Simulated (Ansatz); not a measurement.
Space group P6_3/mmc (No. 194). a = 2.826 Å, b = 2.826 Å, c = 5.541 Å, α = 90.00°, β = 90.00°, γ = 120.00°
| atom | site | symmetry | x | y | z |
| --- | --- | --- | --- | --- | --- |
| Ti | 2c | -6m2 | 0.3333 | 0.6667 | 0.2500 |
| O | 2a | -3m. | 0.0000 | 0.0000 | 0.0000 |

Equation of state of this TiO structure (not necessarily the ground state), with shape and atoms relaxed at each volume where symmetry leaves them free. It has no gap at any of these volumes. All numbers below come from DFT r2SCAN, scalar-relativistic, plane waves, PAW in Ansatz 0.2.0.

Plane waves to 500 eV, a k mesh through Γ of 18×18×8 on the computed 4-atom cell and Gaussian smearing (0.10 eV); no spin polarisation.

```json
{"V (Å³/atom)": "8.433", "E − E(largest V) (meV/atom)": "71.62", "P (GPa)": "41.94"}
{"V (Å³/atom)": "8.721", "E − E(largest V) (meV/atom)": "8.47", "P (GPa)": "28.80"}
{"V (Å³/atom)": "9.008", "E − E(largest V) (meV/atom)": "-32.93", "P (GPa)": "17.62"}
{"V (Å³/atom)": "9.296", "E − E(largest V) (meV/atom)": "-55.81", "P (GPa)": "8.11"}
{"V (Å³/atom)": "9.583", "E − E(largest V) (meV/atom)": "-62.91", "P (GPa)": "0.00"}
{"V (Å³/atom)": "9.871", "E − E(largest V) (meV/atom)": "-56.56", "P (GPa)": "-6.91"}
{"V (Å³/atom)": "10.158", "E − E(largest V) (meV/atom)": "-38.74", "P (GPa)": "-12.81"}
{"V (Å³/atom)": "10.542", "E − E(largest V) (meV/atom)": "0.00", "P (GPa)": "-19.35"}
```

Fit a third-order Birch–Murnaghan equation to E(V).

V0 = 9.58 Å³/atom, B0 = 249 GPa, B0' = 4.3.

Spin polarisation was left out, and a magnetic state may lie lower.

This form isn't the usual stable structure of the compound.